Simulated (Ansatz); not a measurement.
# A thicker film of KF (110) from two thinner ones

In a field along its normal an insulating film takes a dipole p. Written as a length, p/(ε₀AE), it should grow by 1 − 1/ε for each ångström added.

How it was computed: Ansatz 0.2.0, plane waves with PAW datasets (its set soft_2), LDA; rocksalt films relaxed at a bulk in-plane lattice constant near the measured one, then held in weak fields of both signs with a dipole correction (A is the cell's area, E the outer field).

| run | distance between the outer atoms (Å) | p/(ε₀AE) (Å) |
| --- | --- | --- |
| 5 units | 6.916 | 4.853 |
| 8 units | 12.239 | 7.590 |
| 12 units | 19.324 | ? |

Q: Estimate the withheld value from the rows shown.

Two rows fix a line: slope = (7.590 − 4.853) / (12.239 − 6.916) = 0.5142, intercept 1.2967. That slope means ε = 1/(1 − 0.5142) = 2.06. At 19.324 it gives 0.5142 × 19.324 + 1.2967 = 11.233 Å, beyond the rows fitted. Rounding of the rows alone allows about ±0.003 Å there; two rows can't show whether the line holds.

The run itself gives 11.240 Å: a miss of +0.007 Å, or 0.1 % of the value. The length is met to within 1 %, though ε is more sensitive than the length: the two thickest films give ε = 2.06.

Caveats: This is the electronic response alone. A unit is one step of the cut along the normal (a plane, a pair of planes or a cell), and the layers relax along it, away from their bulk spacing where the functional's lattice constant differs from the one held.
